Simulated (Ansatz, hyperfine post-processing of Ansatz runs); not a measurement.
# Reading the 43Ca spectrum of CaMnSe2

Calculated values: DFT, PBEsol+U, plane-wave PAW, default files (PAW set soft_2), collinear spin, scalar-relativistic (Ansatz), contact and point-dipole shifts scaled to 320 K with Θ = 0 K (a pure Curie law); spin-only moments, above the ordering temperature.

```xyz
8
Lattice="-4.0445 7.0053 0.0000 -4.0445 0.0000 0.0000 -2.0223 1.1676 6.5283" Properties=species:S:1:pos:R:3 pbc="T T T"
Se   -2.0223    1.1675    1.7669
Se   -4.0445    4.6701    1.7669
Se   -6.0668    3.5028    4.7614
Se   -8.0891    7.0054    4.7614
Mn   -4.0445    2.3351    3.2642
Mn   -6.0668    5.8378    3.2642
Ca    0.0000    0.0000    0.0000
Ca   -2.0223    3.5027    0.0000
```

43Ca MAS at 7.05 T (20.2 MHz), 20 kHz, 320 K; contact and dipolar shift alone, no orbital or quadrupolar part; lines under 1.5 % of the strongest are left out. NMR lines, with heights relative to the strongest:

```csv
position (ppm),intensity
14413.1,2.3
15402.0,31
16390.8,100
17379.6,18
18368.5,7.8
```

**Question.** Which lines are isotropic ones rather than spinning sidebands, and which Ca atoms give them?

Sidebands are spaced by 989 ppm (the spinning rate over the resonance of 20.2 MHz). An isotropic line need not be the tallest: it is the area-weighted centre of its own family of sidebands, and the one that stays put when the rate is changed. Isotropic shifts: 16391 ppm for atom 7 and the 1 atom equivalent to it (12 Mn through links of 89° (12) and 176° (6)), reduced anisotropy 1760 ppm.

[Logs are printed without paths, hosts, clocks, repeated set-up lines and the standing remarks that a program may print on its own settings, such as how far it seeks lower states.]

[Hosts, paths, dates, database ids (printed as entryN), source tags and the programs' standing remarks are cut or masked in the printed files.]
